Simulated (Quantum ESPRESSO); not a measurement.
Crystal: MnSb.

```
Mn Sb
1.0
     4.15000    0.00000    0.00000
    -2.07500    3.59401    0.00000
     0.00000    0.00000    5.78000
Mn Sb
2 2
Direct
  0.00000 0.00000 0.50000
  0.00000 0.00000 0.00000
  0.66667 0.33333 0.75000
  0.33333 0.66667 0.25000
```

| Property | Result |
| --- | --- |
| Program | Quantum ESPRESSO 7.5 |
| Task | Hubbard U by linear response |
| Functional | PBE |
| Potentials or basis | JTH 2.0 PBE |
| Cutoff | 490 eV |
| Density cutoff | 2939 eV |
| k mesh | 6 × 6 × 4 |
| Occupations | gaussian, width 0.136 eV |
| Spin | collinear spin, ferromagnetic start |
| Starting moments | [4.0, 4.0, 0.0, 0.0] μB |
| Hubbard terms | Mn d U = 0.0001 eV |
| Start of the occupations | default |
| Hubbard projectors | ortho-atomic |
| Mixing beta | 0.3 |
| Most SCF iterations | 120 |
| SCF threshold | 8e-10 Ry |
| q mesh | 1 × 1 × 1 |

Task: What Hubbard parameters does linear response give?

Result: U = 3.75 eV on Mn 3d. The values belong to these projectors, potentials and this ground state, and don't carry over to other codes.

Hubbard U from linear response:
| site | manifold | U (eV) |
| --- | --- | --- |
| 1 | Mn-3d | 3.75 |
| 2 | Mn-3d | 3.75 |
On the first site the bare response is -0.605 and the screened one -0.179 eV⁻¹.

Eigenvalues of the final occupation matrices:
| site | spin | trace | eigenvalues |
| --- | --- | --- | --- |
| Mn 1 3d | 1 | 4.60 | 0.87 0.87 0.94 0.96 0.96 |
| Mn 1 3d | 2 | 1.15 | 0.11 0.11 0.30 0.30 0.32 |
| Mn 2 3d | 1 | 4.60 | 0.87 0.87 0.94 0.96 0.96 |
| Mn 2 3d | 2 | 1.15 | 0.11 0.11 0.30 0.30 0.32 |

Caveat: the computed U isn't converged in cell size; the cutoff lies well under what these potentials need, so the values aren't converged; on PAW files with symmetry the computed U can be off by some tenths of an eV for atoms off the origin; only a ferromagnetic start was run, and an antiferromagnetic order may lie lower in energy; the U is typed as a test and isn't derived for this compound.
